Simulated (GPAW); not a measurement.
# FeO (I4/mmm) in GPAW: equation of state

Aim: energy against volume of FeO in PBEsol, for its equilibrium volume and stiffness.

All numbers are computed with GPAW 26.7.0; they aren't measurements. Logs are shortened: lines on timing, memory, paths and dates and some standing lists are left out, and cuts for length are marked. The log counts tension as positive stress, the text compression.

**1. Starting point**

The structure is tetragonal, space group I4/mmm (No. 139). Conventional cell: a = 3.204 Å, b = 3.204 Å, c = 4.167 Å, α = 90.00°, β = 90.00°, γ = 90.00°. Fe (site symmetry 4/mmm) is surrounded by 6 O at 2.08 to 2.27 Å. O (site symmetry 4/mmm) has 6 Fe at 2.08 to 2.27 Å as nearest neighbours.

The cell comes from a database or a generator and needn't be the stable form of this composition.

**2. Equation of state, PBEsol, collinear spin, ferromagnetic start**

File run.py:

```python
from ase import Atoms
from ase.eos import EquationOfState
from ase.io import Trajectory
from ase.units import GPa
from ase.parallel import parprint
from gpaw import GPAW, PW, setup_paths

setup_paths.insert(0, '.')

atoms = Atoms(['Fe', 'O'],
              cell=[[-1.602103413, 1.602103413, 2.08339225],
                    [1.602103413, -1.602103413, 2.08339225],
                    [1.602103413, 1.602103413, -2.08339225]],
              scaled_positions=[[0.0, 0.0, 0.0],
                                [0.5, 0.5, 0.0]],
              pbc=True)
atoms.set_initial_magnetic_moments([3.0, 0.0])

traj = Trajectory('eos.traj', 'w')
volumes, energies = [], []
for x in [0.94, 0.96, 0.98, 1.0, 1.02, 1.04, 1.06]:
    a = atoms.copy()
    a.set_cell(atoms.cell * x**(1 / 3), scale_atoms=True)
    calc = GPAW(mode=PW(800),
                xc='PBEsol',
                kpts={'size': (12, 12, 12), 'gamma': True},
                occupations={'name': 'fermi-dirac', 'width': 0.05},
                nbands=17,
                convergence={'density': 1e-05, 'energy': 1e-05},
                maxiter=150,
                txt=f'eos-{x:.2f}.txt')
    a.calc = calc
    energies.append(a.get_potential_energy(force_consistent=True))
    volumes.append(a.get_volume())
    p = -a.get_stress()[:3].mean() / GPa
    calc.write(f'eos-{x:.2f}.gpw')
    traj.write(a)
    parprint(f'{x:.2f} {volumes[-1]:10.4f} A^3 {energies[-1]:14.6f} eV {p:9.3f} GPa', flush=True)

v0, e0, B = EquationOfState(volumes, energies, eos='birchmurnaghan').fit()
parprint(f'V0 = {v0:.4f} A^3, E0 = {e0:.6f} eV, B0 = {B / GPa:.2f} GPa')
```

Potentials or basis: PAW data sets generated in the run's folder for this functional, pw.

Command:

```console
$ gpaw-setup -f PBEsol Fe O
$ OMP_NUM_THREADS=1 mpirun -n 4 gpaw python run.py
```

Log:

```text
__  _  _
 | _ |_)|_||  |
 |__||  | ||/\| - 26.7.0

Input parameters:
  mode=PW(ecut=800.0),
  convergence={'density': 1e-05, 'energy': 1e-05},
  kpts=MonkhorstPack(size=(12, 12, 12), gamma=True),
  maxiter=150,
  nbands=17,
  occupations=Occupations(name='fermi-dirac', width=0.05),
  xc=XC(name='PBEsol')

Diagonalizing LCAO Hamiltonian
Converting LCAO to pw mode

       O

       Fe

Atoms  # Å, Bohr magnetons
|   | symbol |        x |        y |        z |    initial magnetic moments |
|---|--------|----------|----------|----------|-----------------------------|
| 0 |     Fe | 0.000000 | 0.000000 | 0.000000 | ( 0.0000,  0.0000,  3.0000) |
| 1 |      O | 0.000000 | 0.000000 | 2.040862 | ( 0.0000,  0.0000,  0.0000) |

Unit cell  # Å
| periodic |         x |         y |         z |  lengths |     angles |
|----------|-----------|-----------|-----------|----------|------------|
|      yes | -1.569398 |  1.569398 |  2.040862 | 3.015152 | 117.267883 |
|      yes |  1.569398 | -1.569398 |  2.040862 | 3.015152 | 117.267883 |
|      yes |  1.569398 |  1.569398 | -2.040862 | 3.015152 |  94.801117 |

Number of symmetries: 16
Symmetry operations  # r_c * U_cc + t_c -> r_c
|    | kind |            matrix            |
|----|------|------------------------------|
|  0 |  σ   |  1, 1, 1,  0, 0,-1,  0,-1, 0 |
|  1 |  C4  |  1, 1, 1,  0, 0,-1, -1, 0, 0 |
|  2 |  E   |  1, 0, 0,  0, 1, 0,  0, 0, 1 |
|  3 |  σ   |  1, 0, 0,  0, 1, 0, -1,-1,-1 |
|  4 |  σ   |  0, 1, 0,  1, 0, 0,  0, 0, 1 |
|  5 |  C2  |  0, 1, 0,  1, 0, 0, -1,-1,-1 |
|  6 |  C2  |  0, 0, 1, -1,-1,-1,  1, 0, 0 |
|  7 |  S4  |  0, 0, 1, -1,-1,-1,  0, 1, 0 |
|  8 |  C4  |  0, 0,-1,  1, 1, 1,  0,-1, 0 |
|  9 |  σ   |  0, 0,-1,  1, 1, 1, -1, 0, 0 |
| 10 |  σ   |  0,-1, 0, -1, 0, 0,  1, 1, 1 |
| 11 |  C2  |  0,-1, 0, -1, 0, 0,  0, 0,-1 |
| 12 |  C2  | -1, 0, 0,  0,-1, 0,  1, 1, 1 |
| 13 |  i   | -1, 0, 0,  0,-1, 0,  0, 0,-1 |
| 14 |  S4  | -1,-1,-1,  0, 0, 1,  1, 0, 0 |
| 15 |  C2  | -1,-1,-1,  0, 0, 1,  0, 1, 0 |

BZ-sampling:
  Number of BZ points: 1728
  Number of IBZ points: 163

  Monkhorst-Pack size: [12, 12, 12]
  Monkhorst-Pack shift: [0.041666666666666664, 0.041666666666666664, 0.041666666666666664]

K-points  # in reciprocal-cell coordinates
|     |                                coordinates |     weight |
|-----|--------------------------------------------|------------|
|   0 | ( -0.00000000,  -0.00000000,  -0.00000000) | 0.00057870 |
|   1 | (  0.08333333,  -0.08333333,  -0.00000000) | 0.00231481 |
|   2 | (  0.08333333,  -0.08333333,   0.08333333) | 0.00231481 |
|   3 | (  0.08333333,  -0.00000000,  -0.00000000) | 0.00462963 |
|   4 | (  0.08333333,   0.08333333,  -0.08333333) | 0.00115741 |
|   5 | (  0.16666667,  -0.16666667,  -0.00000000) | 0.00231481 |
|   6 | (  0.16666667,  -0.16666667,   0.08333333) | 0.00462963 |
|   7 | (  0.16666667,  -0.16666667,   0.16666667) | 0.00231481 |
|   8 | (  0.16666667,  -0.08333333,  -0.00000000) | 0.00925926 |
|   9 | (  0.16666667,  -0.08333333,   0.08333333) | 0.00462963 |
| ... |                                            |            |
| 162 | (  0.50000000,   0.50000000,   0.50000000) | 0.00057870 |

Plane wave coefficients: 1051
Cutoff: 800.0 eV

Spin-components: 2 (collinear spins)
Bands:           17
Projectors:      11
Spin-degeneracy: 1
Datatype:        complex128

Parallelization:
  kpt:    4
  domain: 1
  band:   1

Density:
  Valence electrons: 14.0
  Components: 2
  Grid points: [20 20 20]
  Charge: 0.0  # |e|

Potential:
  Grid points: [20 20 20]

species:
  Fe:
    name:    Iron
    Z:       26.0
    valence: 8
    core:    18
    charge:  0.0  # [|e|]
    compensation charges:
      type: gauss
      rc: 0.33  # [Å]
      lmax: 2
    cutoffs:
      filter: 2.06  # [Å]
      core: 2.67  # [Å]
    projectors
    | kind |    occ | energy [eV] | rcut [Å] |
    |------|--------|-------------|----------|
    |   4s |  2.000 |      -5.310 |    1.164 |
    |   4p |  0.000 |      -1.300 |    1.058 |
    |   3d |  6.000 |      -7.529 |    1.058 |
    |    s |        |      21.902 |    1.164 |
    |    p |        |      25.911 |    1.058 |
    |    d |        |      19.682 |    1.058 |

    Using partial waves for Fe as LCAO basis

  O:
    name:    Oxygen
    Z:       8.0
    valence: 6
    core:    2
    charge:  0.0  # [|e|]
    compensation charges:
      type: gauss
      rc: 0.21  # [Å]
      lmax: 2
    cutoffs:
      filter: 1.17  # [Å]
      core: 0.83  # [Å]
    projectors
    | kind |    occ | energy [eV] | rcut [Å] |
    |------|--------|-------------|----------|
    |   2s |  2.000 |     -23.808 |    0.688 |
    |   2p |  4.000 |      -8.972 |    0.598 |
    |    s |        |       3.404 |    0.688 |
    |    p |        |      18.239 |    0.598 |
    |    d |        |       0.000 |    0.619 |

    Using partial waves for O as LCAO basis

Reference energy: -36621.116537  # eV

eigensolver:
  PPCG
  Converge bands: occupied
  niter=2

density mixing:
  MSR1-Mixer
  Pratt-step length: 0.05
  Maximum mixing coefficient: 0.75
  Old densities: 10
  SVD Regularization: 0.005
  Good broyden scale: 1.0
  Trust region scale: 1.0
  Backstep threshold: 4.0
  History deletion threshold: 6.0
  Fourier metric: weight=20.0, sigma=0.015

occupation numbers:
  Fermi-Dirac:
    width: 0.0500  # eV

poisson solver:
  ecut: 6400.0  # eV

xc functional:
  name: PBEsol with 2 nearest neighbor stencil

convergence criteria:
- Maximum integral of absolute [dens]ity change: 1e-05 electrons / valence electron
- Maximum [total energy] change in last 3 cyles: 1e-05 eV / valence electron
- Maximum integral of absolute [eigenst]ate change: 4e-08 eV^2 / valence electron
maximum number of iterations: 150

SCF iterations
|iter     | |      energy | eigst |  dens |  magmom |
|---------|-|-------------|-------|-------|---------|
|iter:   1| |  -17.201060 | -0.05 |       |  +3.0023|
|iter:   2| |  -17.004335 | -2.04 | -0.75 |  +3.0508|
|iter:   3| |  -16.708139 | -1.84 | -0.79 |  +3.4888|
|iter:   4| |  -16.758658 | -2.99 | -1.25 |  +3.7433|
|iter:   5| |  -16.776411 | -2.93 | -1.55 |  +3.9954|
|iter:   6| |  -16.776680 | -4.44 | -2.32 |  +3.9910|
|iter:   7| |  -16.776576 | -5.05 | -2.61 |  +3.9892|
|iter:   8| |  -16.776640c| -5.63 | -2.97 |  +3.9960|
|iter:   9| |  -16.776641c| -6.72 | -3.50 |  +3.9935|
|iter:  10| |  -16.776642c| -7.99c| -4.07 |  +3.9942|
|iter:  11| |  -16.776643c| -7.91c| -4.81 |  +3.9941|
|iter:  12| |  -16.776643c| -9.11c| -5.55c|  +3.9942|

Converged in 12 steps
Energy contributions relative to reference atoms: (reference = -36621.116537)

Energy contributions:
  Kinetic:          25.398305
  Coulomb:         -22.577401
  Zero:              0.257769
  External:          0.000000
  Xc:              -19.849348
  Entropy:          -0.011938
  Spinorbit:         0.000000
  ----------------------------
  Free energy:     -16.782612
  Extrapolated:    -16.776643

dipole moment: (-8.186846, -8.186846, 0.812710)  # |e|*Ang

Total magnetic moment: (0.000000, 0.000000, 3.994175)

Local magnetic moments
|        x |        y |        z |
|----------|----------|----------|
| 0.000000 | 0.000000 | 3.522779 |  # Fe   0
| 0.000000 | 0.000000 | 0.240265 |  # O    1

Fermi level: 9.080
Eigenvalues  # (at kpt = [-0.000, -0.000, -0.000])
| band index |      eig [eV] | occ [0-1] |      eig [eV] | occ [0-1] |
|------------|---------------|-----------|---------------|-----------|
|          0 |       -11.735 |     1.000 |       -11.178 |     1.000 |
|        ... |               |           |               |           |
|          2 |         5.106 |     1.000 |         5.788 |     1.000 |
|          3 |         5.106 |     1.000 |         5.788 |     1.000 |
|          4 |         5.168 |     1.000 |         8.233 |     1.000 |
|          5 |         5.168 |     1.000 |         8.233 |     1.000 |
|          6 |         5.302 |     1.000 |         8.579 |     1.000 |
|          7 |         5.445 |     1.000 |         8.775 |     0.998 |
|          8 |         5.453 |     1.000 |         9.067 |     0.562 |
|          9 |         9.072 |     0.540 |        10.341 |     0.000 |
|         10 |        24.246 |     0.000 |        24.261 |     0.000 |
|         11 |        25.857 |     0.000 |        26.789 |     0.000 |
|         12 |        25.857 |     0.000 |        26.930 |     0.000 |
|         13 |        25.908 |     0.000 |        26.930 |     0.000 |
|         14 |        28.276 |     0.000 |        29.909 |     0.000 |
|         15 |        28.276 |     0.000 |        29.909 |     0.000 |
|         16 |        30.889 |     0.000 |        32.109 |     0.000 |

No gap
No difference between direct/indirect transitions

Stress tensor  # eV/Ang^3
|        x |        y |         z |
|----------|----------|-----------|
| 0.054376 | 0.000000 |  0.000000 |
| 0.000000 | 0.054376 |  0.000000 |
| 0.000000 | 0.000000 | -0.010048 |

# Writing to eos-0.94.gpw (mode='')
```

It took 4.2 min on 4 MPI ranks of Arm Neoverse V1, shared host; peak memory 0.36 GiB.

Results:

```
Equilibrium volume                        : 9.82 Å³/atom (rough: see the caveat)
Bulk modulus at fixed shape and positions : 210 GPa (rough)
```

Energy against volume, from the lowest point:
| volume (Å³/atom) | energy (meV/atom) |
| --- | --- |
| 10.053 | 0.00 |
| 10.267 | 8.68 |
| 10.481 | 21.95 |
| 10.695 | 39.43 |
| 10.909 | 60.47 |
| 11.123 | 84.68 |
| 11.337 | 111.67 |

Caveat: the minimum lies outside the volumes run; the cell was scaled at fixed shape and fractional positions, which overstates the stiffness of a crystal with free parameters, most of all of layers and chains.
